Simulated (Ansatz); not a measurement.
# P: the cost of one run

Method: DFT PBE+D3(BJ), scalar-relativistic, plane waves, PAW, and further levels as typed in the inputs, in Ansatz 0.2.0.

## Step 1: The system as given

The structure is orthorhombic, space group Pmna (No. 53). Conventional cell: a = 3.314 Å, b = 18.131 Å, c = 4.376 Å, α = 90.00°, β = 90.00°, γ = 90.00°. P (site symmetry m) is surrounded by 3 P at 2.22 to 2.24 Å.

Structure file:

```cif
data_structure
_symmetry_space_group_name_H-M 'P 1'
_symmetry_Int_Tables_number 1
_cell_length_a 3.3136
_cell_length_b 4.3763
_cell_length_c 18.1308
_cell_angle_alpha 90.000
_cell_angle_beta 90.000
_cell_angle_gamma 90.000
_cell_volume 262.92
loop_
_atom_site_label
_atom_site_type_symbol
_atom_site_fract_x
_atom_site_fract_y
_atom_site_fract_z
_atom_site_occupancy
P1 P 0.00000 0.08056 0.55876 1
P2 P 0.00000 0.91944 0.44124 1
P3 P 0.50000 0.58056 0.44124 1
P4 P 0.50000 0.41944 0.55876 1
```

## Step 2: Relaxing the atoms: P4 sheet, no spin

File input.yaml:

```yaml
crystal:
  lattice:
    - [3.3136, 0.0, 0.0]
    - [0.0, 4.3763, 0.0]
    - [0.0, 0.0, 18.13080608]
  atoms:
    - { symbol: P, position: [0.0, 0.08056, 0.5587620338] }
    - { symbol: P, position: [0.0, 0.91944, 0.4412379662] }
    - { symbol: P, position: [0.5, 0.58056, 0.4412379662] }
    - { symbol: P, position: [0.5, 0.41944, 0.5587620338] }
  periodic: [true, true, false]
scf:
  occupations: { method: gaussian, width: 0.02 }
  n_extra_bands: 6
output:
  forces: true
  stress: false
  write_density: true
  write_potential: true
  elf: true
  volumetric_format: npy
kpoints:
  mp_grid: { grid: [12, 9, 1] }
hamiltonian:
  xc: pbe
  dispersion: d3bj
relax:
  f_tol: 0.004
  max_steps: 100
```

On the command line:

```console
$ ansatz run input.yaml --threads 4 --pin off --max-ram 14336MiB --backend cpu --events-out ev --progress --plain --runs-dir out
```

**Question.** How long does this run take on 4 threads of Intel Xeon 6975P-C (Granite Rapids), shared host, and how much memory does it need?

About 4.6 s, with a peak of 0.77 GiB.
